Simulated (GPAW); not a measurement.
# BeTe (Cmmm) in GPAW: reference runs

How does BeTe come out in PBE? The cell is run as given.

Program: GPAW 26.7.0. These are calculated values, not measurements. Logs are shortened: lines on timing, memory, paths and dates and some standing lists are left out, and cuts for length are marked. The log counts tension as positive stress, the text compression.

## 1. Starting point

The structure is orthorhombic, space group Cmmm (No. 65). The conventional cell has a = 3.574 Å, b = 9.595 Å, c = 3.569 Å, α = 90.00°, β = 90.00°, γ = 90.00°. Around Be (site symmetry mmm) lie 4 Te at 2.53 Å. Te (site symmetry mmm) is surrounded by 4 Be at 2.53 Å.

The cell was built by a generator and needn't be a form met in nature.

## 2. Single point, PBE

run.py

```python
from ase import Atoms
from ase.dft.bandgap import bandgap
from ase.io import write
from ase.units import Bohr, GPa
from gpaw import GPAW, PW
from gpaw.elf import elf_from_dft_calculation

atoms = Atoms(['Be', 'Te'],
              cell=[[1.787, -4.79745, 0.0],
                    [1.787, 4.79745, 0.0],
                    [0.0, 0.0, 3.56915]],
              scaled_positions=[[0.5, 0.5, 0.5],
                                [0.0, 0.0, 0.0]],
              pbc=True)

calc = GPAW(mode=PW(800),
            xc='PBE',
            kpts={'size': (8, 8, 8), 'gamma': True},
            occupations={'name': 'fermi-dirac', 'width': 0.05},
            nbands=11,
            convergence={'density': 1e-05, 'energy': 1e-05},
            maxiter=150,
            txt='gpaw.txt')
atoms.calc = calc
energy = atoms.get_potential_energy()
forces = atoms.get_forces()
stress = atoms.get_stress()
calc.write('gs.gpw')
write('result.traj', atoms)
print(f'Energy: {energy:.6f} eV')
print('Forces (eV/A):')
print(forces.round(4))
print('Stress (GPa):', (stress / GPa).round(3))
print('Fermi level:', round(calc.get_fermi_level(), 4), 'eV')
print(f'Gap: {bandgap(calc)[0]:.4f} eV, direct: {bandgap(calc, direct=True)[0]:.4f} eV')

# fields on the real-space grid
write('density.cube', atoms, data=calc.get_pseudo_density() * Bohr**3)
write('potential.cube', atoms, data=calc.get_electrostatic_potential())
write('elf.cube', atoms, data=elf_from_dft_calculation(calc).data)
```

Potentials or basis: GPAW PAW data sets (gpaw-data 1.2.1), pw.

The run is started by

```console
$ OMP_NUM_THREADS=1 python run.py
```

gpaw.txt:

```text
__  _  _
 | _ |_)|_||  |
 |__||  | ||/\| - 26.7.0

Input parameters:
  mode=PW(ecut=800.0),
  convergence={'density': 1e-05, 'energy': 1e-05},
  kpts=MonkhorstPack(size=(8, 8, 8), gamma=True),
  maxiter=150,
  nbands=11,
  occupations=Occupations(name='fermi-dirac', width=0.05),
  xc=XC(name='PBE')

Diagonalizing LCAO Hamiltonian
Converting LCAO to pw mode

           Be

       Te

Atoms  # Å, Bohr magnetons
|   | symbol |        x |        y |        z |    initial magnetic moments |
|---|--------|----------|----------|----------|-----------------------------|
| 0 |     Be | 1.787000 | 0.000000 | 1.784575 | ( 0.0000,  0.0000,  0.0000) |
| 1 |     Te | 0.000000 | 0.000000 | 0.000000 | ( 0.0000,  0.0000,  0.0000) |

Unit cell  # Å
| periodic |        x |         y |        z |  lengths |     angles |
|----------|----------|-----------|----------|----------|------------|
|      yes | 1.787000 | -4.797450 | 0.000000 | 5.119462 |  90.000000 |
|      yes | 1.787000 |  4.797450 | 0.000000 | 5.119462 |  90.000000 |
|      yes | 0.000000 |  0.000000 | 3.569150 | 3.569150 | 139.140327 |

Number of symmetries: 8
Symmetry operations  # r_c * U_cc + t_c -> r_c
|   | kind |            matrix            |
|---|------|------------------------------|
| 0 |  E   |  1, 0, 0,  0, 1, 0,  0, 0, 1 |
| 1 |  σ   |  1, 0, 0,  0, 1, 0,  0, 0,-1 |
| 2 |  σ   |  0, 1, 0,  1, 0, 0,  0, 0, 1 |
| 3 |  C2  |  0, 1, 0,  1, 0, 0,  0, 0,-1 |
| 4 |  σ   |  0,-1, 0, -1, 0, 0,  0, 0, 1 |
| 5 |  C2  |  0,-1, 0, -1, 0, 0,  0, 0,-1 |
| 6 |  C2  | -1, 0, 0,  0,-1, 0,  0, 0, 1 |
| 7 |  i   | -1, 0, 0,  0,-1, 0,  0, 0,-1 |

BZ-sampling:
  Number of BZ points: 512
  Number of IBZ points: 105

  Monkhorst-Pack size: [8, 8, 8]
  Monkhorst-Pack shift: [0.0625, 0.0625, 0.0625]

K-points  # in reciprocal-cell coordinates
|     |                                coordinates |     weight |
|-----|--------------------------------------------|------------|
|   0 | (  0.00000000,   0.00000000,   0.00000000) | 0.00195312 |
|   1 | (  0.00000000,   0.00000000,   0.12500000) | 0.00390625 |
|   2 | (  0.00000000,   0.00000000,   0.25000000) | 0.00390625 |
|   3 | (  0.00000000,   0.00000000,   0.37500000) | 0.00390625 |
|   4 | (  0.00000000,   0.00000000,   0.50000000) | 0.00195312 |
|   5 | (  0.12500000,  -0.12500000,   0.00000000) | 0.00390625 |
|   6 | (  0.12500000,  -0.12500000,   0.12500000) | 0.00781250 |
|   7 | (  0.12500000,  -0.12500000,   0.25000000) | 0.00781250 |
|   8 | (  0.12500000,  -0.12500000,   0.37500000) | 0.00781250 |
|   9 | (  0.12500000,  -0.12500000,   0.50000000) | 0.00390625 |
| ... |                                            |            |
| 104 | (  0.50000000,   0.50000000,   0.50000000) | 0.00195312 |

Plane wave coefficients: 3180
Cutoff: 800.0 eV

Spin-components: 1 (collinear spins)
Bands:           11
Projectors:      8
Spin-degeneracy: 2
Datatype:        complex128

Parallelization:
  kpt:    1
  domain: 1
  band:   1

Density:
  Valence electrons: 8.0
  Components: 1
  Grid points: [35 35 24]
  Charge: 0.0  # |e|

Potential:
  Grid points: [35 35 24]

species:
  Be:
    name:    Beryllium
    Z:       4.0
    valence: 2
    core:    2
    charge:  0.0  # [|e|]
    compensation charges:
      type: gauss
      rc: 0.25  # [Å]
      lmax: 2
    cutoffs:
      filter: 1.42  # [Å]
      core: 1.77  # [Å]
    projectors
    | kind |    occ | energy [eV] | rcut [Å] |
    |------|--------|-------------|----------|
    |   2s |  2.000 |      -5.610 |    0.794 |
    |   2p |  0.000 |      -2.018 |    0.794 |
    |    s |        |      21.602 |    0.794 |

    Using partial waves for Be as LCAO basis

  Te:
    name:    Tellurium
    Z:       52.0
    valence: 6
    core:    46
    charge:  0.0  # [|e|]
    compensation charges:
      type: gauss
      rc: 0.36  # [Å]
      lmax: 2
    cutoffs:
      filter: 2.09  # [Å]
      core: 3.17  # [Å]
    projectors
    | kind |    occ | energy [eV] | rcut [Å] |
    |------|--------|-------------|----------|
    |   5s |  2.000 |     -15.089 |    1.180 |
    |   5p |  4.000 |      -5.955 |    1.196 |
    |    s |        |      12.123 |    1.180 |
    |    p |        |      21.256 |    1.196 |
    |    d |        |       0.000 |    1.238 |

    Using partial waves for Te as LCAO basis

Reference energy: -185188.868407  # eV

eigensolver:
  PPCG
  Converge bands: occupied
  niter=2

density mixing:
  MSR1-Mixer
  Pratt-step length: 0.05
  Maximum mixing coefficient: 0.75
  Old densities: 10
  SVD Regularization: 0.005
  Good broyden scale: 1.0
  Trust region scale: 1.0
  Backstep threshold: 4.0
  History deletion threshold: 6.0
  Fourier metric: weight=20.0, sigma=0.015

occupation numbers:
  Fermi-Dirac:
    width: 0.0500  # eV

poisson solver:
  ecut: 6400.0  # eV

xc functional:
  name: PBE with 2 nearest neighbor stencil

convergence criteria:
[... 6 lines left out ...]
|iter     | |      energy | eigst |  dens |
|---------|-|-------------|-------|-------|
|iter:   1| |   -6.141993 | -0.03 |       |
|iter:   2| |   -6.147299 | -1.85 | -1.12 |
|iter:   3| |   -6.136917 | -2.73 | -1.15 |
|iter:   4| |   -6.140469 | -3.58 | -1.57 |
|iter:   5| |   -6.140687 | -4.50 | -2.10 |
|iter:   6| |   -6.140792 | -5.37 | -2.55 |
|iter:   7| |   -6.140813 | -6.29 | -3.02 |
|iter:   8| |   -6.140812c| -7.44c| -3.87 |
|iter:   9| |   -6.140812c| -7.88c| -4.42 |
|iter:  10| |   -6.140812c| -8.75c| -5.58c|

Converged in 10 steps
Energy contributions relative to reference atoms: (reference = -185188.868407)

Energy contributions:
  Kinetic:          10.562443
  Coulomb:          -9.433974
  Zero:              0.136357
  External:          0.000000
  Xc:               -7.402967
  Entropy:          -0.005341
  Spinorbit:         0.000000
  ----------------------------
  Free energy:      -6.143483
  Extrapolated:     -6.140812

dipole moment: (-15.223763, 0.000000, -15.203104)  # |e|*Ang

Fermi level: 2.482
Eigenvalues  # (at kpt = [0.000, 0.000, 0.000])
| band index |      eig [eV] | occ [0-2] |
|------------|---------------|-----------|
|          0 |        -9.585 |     2.000 |
|          1 |         0.102 |     2.000 |
|          2 |         1.224 |     2.000 |
|          3 |         1.249 |     2.000 |
|          4 |         4.642 |     0.000 |
|          5 |         6.149 |     0.000 |
|          6 |         7.711 |     0.000 |
|          7 |         8.355 |     0.000 |
|          8 |        11.749 |     0.000 |
|          9 |        11.764 |     0.000 |
|         10 |        12.536 |     0.000 |

No gap
No difference between direct/indirect transitions

Forces  # eV/Ang
|        x |       y |       z |
|----------|---------|---------|
| -0.00000 | 0.00000 | 0.00000 |  # Be   0
|  0.00000 | 0.00000 | 0.00000 |  # Te   1

Stress tensor  # eV/Ang^3
|         x |        y |         z |
|-----------|----------|-----------|
| -0.000226 | 0.000000 |  0.000000 |
|  0.000000 | 0.000021 |  0.000000 |
|  0.000000 | 0.000000 | -0.000669 |

# Writing to gs.gpw (mode='')
```

Run time: 37 s. Hardware: 1 thread of Intel Xeon 6975P-C (Granite Rapids), shared host; peak memory 0.28 GiB.

What came out:

* Free energy: -6.1435 eV
* Pressure: 0.0 GPa
* Band gap on the k mesh: none (metal or under the smearing width)

Levels at points of the mesh, in eV from the Fermi level:
```
           k point  band 1  band 2  band 3  band 4  band 5  band 6  band 7
(0.00, 0.00, 0.00)  -12.07   -2.38   -1.26   -1.23    2.16    3.67    5.23
(0.00, 0.00, 0.50)  -10.91   -6.02   -0.73    0.99    2.24    3.24    4.40
(0.50, 0.00, 0.00)  -10.89   -5.96   -1.19    0.97    1.51    3.23    4.38
(0.50, 0.00, 0.50)   -9.52   -4.86   -4.85   -0.99   -0.06    3.22    5.67
(0.50, 0.50, 0.00)  -11.99   -3.39   -1.28   -1.21    2.49    5.23    5.77
(0.50, 0.50, 0.50)  -10.84   -5.90   -1.57    0.94    1.02    3.19    4.32
```

Spin-orbit coupling is left out, which matters for the levels of Te.
